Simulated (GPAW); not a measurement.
The system is CuO.

```
Cu O
1.0
     3.42205    0.00000    0.00000
     0.00000    3.42205    0.00000
     0.00000    0.00000    4.26046
Cu O
2 2
Direct
  0.00000 0.50000 0.00000
  0.50000 0.00000 0.50000
  0.00000 0.00000 0.25000
  0.00000 0.00000 0.75000
```

Measurements of this composition are mostly on another form, of space group No. 15.

Base run:

* Program: GPAW 26.7.0
* Functional: PBE
* Potentials or basis: GPAW PAW data sets (gpaw-data 1.2.1)
* Cutoff: 800 eV
* Basis: pw
* k mesh: 6 × 6 × 5
* Occupations: fermi-dirac, width 0.05 eV
* Spin: no spin polarisation
* Hubbard terms: Cu d U = 5 eV

Its results: pressure -1.0 GPa.

Task: The run is repeated on the same cell with these changes: k mesh from 6 × 6 × 5 to 8 × 8 × 6; hubbard terms from Cu d U = 5 eV to none. What comes out?

Result: Pressure -1.6 GPa.

Several settings changed at once, so the effect can't be laid on one alone.

Caveats: with this Cu data set, volumes or pressures lay over 1.5 % or 2 GPa off other programs in two to four cells of ten; the run has no spin polarisation, though such a crystal can be magnetic; U without spin polarisation on a metal has little footing (some runs).
